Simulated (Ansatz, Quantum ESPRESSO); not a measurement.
## K: the dispersion correction in 2 programs

The cell as given:

It takes space group Im-3m (No. 229, cubic). The conventional cell has a = 5.395 Å, b = 5.395 Å, c = 5.395 Å, α = 90.00°, β = 90.00°, γ = 90.00°.

Kept alike: task relaxation of cell and atoms; functional revPBE; k mesh 7 × 7 × 7; occupations fermi-dirac, width 0.05 eV; no spin polarisation. The mesh is that of the run's cell of 1 atom. No spin-orbit coupling.

- A: Ansatz, all-electron LAPW, scalar-relativistic
- B: Quantum ESPRESSO, PseudoDojo 0.4.1 SR PBE standard, made for PBE, cutoff 1007 eV

```csv
dispersion correction,A: volume (Å³/atom),B: volume (Å³/atom)
none,78.519,78.519
D3(BJ),70.949,70.272
D4,75.260,75.766
```

Values on potentials made for another functional: all of B. Values hold for each row's relaxed cell, which stops near the pressure aimed at (zero). Programs can differ in the three-body term of D3, and some take D4 from an outside library.

Task: How large is the effect of the dispersion correction, and do the programs agree on it?

Result: From none to D3(BJ) the volume moves by -7.570 in A, -8.247 in B (Å³/atom). Row by row the programs differ by 0.000 to 0.677, and over this span the shifts, as printed, agree within about 8 %. Shifts from none: D3(BJ) -7.570, -8.247; D4 -3.259, -2.753; the programs' shifts differ by up to 0.677.
